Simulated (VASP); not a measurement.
A run of VASP 6.6.1:

INCAR

```
PREC     = Accurate       # precision mode
ENCUT    = 520            # plane-wave cutoff, eV
EDIFF    = 1E-6           # SCF threshold, eV
ISMEAR   = 0              # smearing method
SIGMA    = 0.02           # smearing width, eV
LREAL    = False          # projectors in reciprocal space
LASPH    = True           # aspherical terms in the spheres
NELM     = 80             # most SCF steps
ALGO     = Normal         # electronic algorithm
ISIF     = 2              # what is computed and relaxed
LWAVE    = False          # write WAVECAR
LCHARG   = False          # write CHGCAR
GGA      = PE             # functional
IVDW     = 12             # dispersion correction
NBANDS   = 15             # bands
```

The input KPOINTS:

```
regular mesh
0
Gamma
  6 6 6
```

File POSCAR:

```
KI
1.0
    2.9939027802     -2.9964268261      0.0000000000
    2.9939027802      2.9964268261      0.0000000000
    0.0000000000      0.0000000000      4.2384759234
K I
1 1
Direct
    0.0000000000      0.0000000000      0.0000000000
    0.5000000000      0.5000000000      0.5000000000
```

Potentials or basis: VASP PAW PBE potentials, release 64 (K_sv, I).

Run with:

```console
$ cat potpaw_PBE.64/K_sv/POTCAR potpaw_PBE.64/I/POTCAR > POTCAR
$ mpirun -np 1 vasp_std > vasp.out
```

Hardware: 1 thread of AMD EPYC 9R45 96-Core Processor (Zen 5), on a shared host.

Problem. Estimate the wall time of this run.

Solution. Wall time 20 s on 1 thread of AMD EPYC 9R45 96-Core Processor (Zen 5) (shared host), peak memory 0.19 GiB. Counts: scf iterations 12, k points 52.
